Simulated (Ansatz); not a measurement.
# AlRu under changes of volume

One of the cells (13.387 Å³/atom); the others are scaled copies at fixed shape and fractional positions:

```xyz
2
Lattice="2.9916 0.0000 0.0000 0.0000 2.9916 0.0000 0.0000 0.0000 2.9916" Properties=species:S:1:pos:R:3 pbc="T T T"
Ru    1.4958    1.4958    1.4958
Al    0.0000    0.0000    0.0000
```

* Program: Ansatz 0.2.0
* Functional: PBEsol
* Potentials or basis: Ansatz PAW
* Cutoff: 420 eV (not typed: the program's choice for these potentials)
* k mesh: 9 × 9 × 9
* Occupations: fermi-dirac, width 0.05 eV
* Spin: no spin polarisation

```tsv
volume (Å³/atom)	energy over the lowest point (meV/atom)	pressure (GPa)
12.584	?	?
12.851	5.57	5.9
13.119	0.00	1.0
13.387	2.10	-3.3
13.655	11.07	-7.2
13.922	26.19	-10.7
14.190	46.83	-13.8
```

What does the run at 12.584 Å³/atom give?

Energy over the lowest point 19.68 meV/atom; pressure 11.2 GPa.

Worked out: A Birch-Murnaghan fit of order 3 (a polynomial in V^(-2/3)) to the other rows has its minimum at 13.18 Å³/atom with B0 = V·E''(V) = 220 GPa and B' = 4.4. It gives 19.66 meV/atom at 12.584 Å³/atom, against the run's 19.68, and -dE/dV = 11.2 GPa, against 11.2.

Energies are extrapolated to zero smearing.

Caveats: the PAW data sets come from PBE, with cores solved anew for the run's functional, which leaves a small shift of forces and pressure.
